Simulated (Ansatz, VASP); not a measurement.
One calculation of V, two programs

```
V
1.0
     2.46177    1.42130    8.71377
    -2.46177    1.42130    8.71377
     0.00000   -2.84261    8.71377
V
12
Direct
  0.04732 0.54480 0.04732
  0.04732 0.04732 0.54480
  0.54480 0.04732 0.04732
  0.95268 0.45520 0.95268
  0.45520 0.95268 0.95268
  0.95268 0.95268 0.45520
  0.21028 0.70178 0.21028
  0.21028 0.21028 0.70178
  0.70178 0.21028 0.21028
  0.78972 0.29822 0.78972
  0.29822 0.78972 0.78972
  0.78972 0.78972 0.29822
```

Alike in both runs: functional PBEsol; k mesh 3 × 3 × 3; occupations gaussian, width 0.1 eV; no spin polarisation.

Ansatz relaxed the structure, and its values are those at the end. VASP's run is a single point on that final structure, the one shown.

|  | VASP | Ansatz |
| --- | --- | --- |
| version | VASP 6.6.1 | Ansatz 0.2.0 |
| potentials or method | VASP PAW PBE potentials, release 64 (V_sv) | scalar-relativistic, plane waves, PAW |
| plane-wave cutoff (eV) | 520 | 420 |
| valence electrons in the cell | 156 | 156 |

VASP gave:

* gap on the k mesh at the Fermi level (eV): none
* pressure (GPa): 0.5
* rms of the force components (eV/Å): 0.017

Task: What did Ansatz give for the same quantities?

Result: gap on the k mesh at the Fermi level (eV): none; pressure (GPa): 0.2; rms of the force components (eV/Å): 0.014.

A gap of «none» marks a metal or a gap that the smearing closes. The functional is the same, so the differences come from potentials, cutoffs and numerics.

Caveats: the k mesh is coarse (spacing up to 0.50 Å⁻¹), so the values aren't converged; the PAW data sets were made with another functional, which shifts forces and pressure a little (VASP).
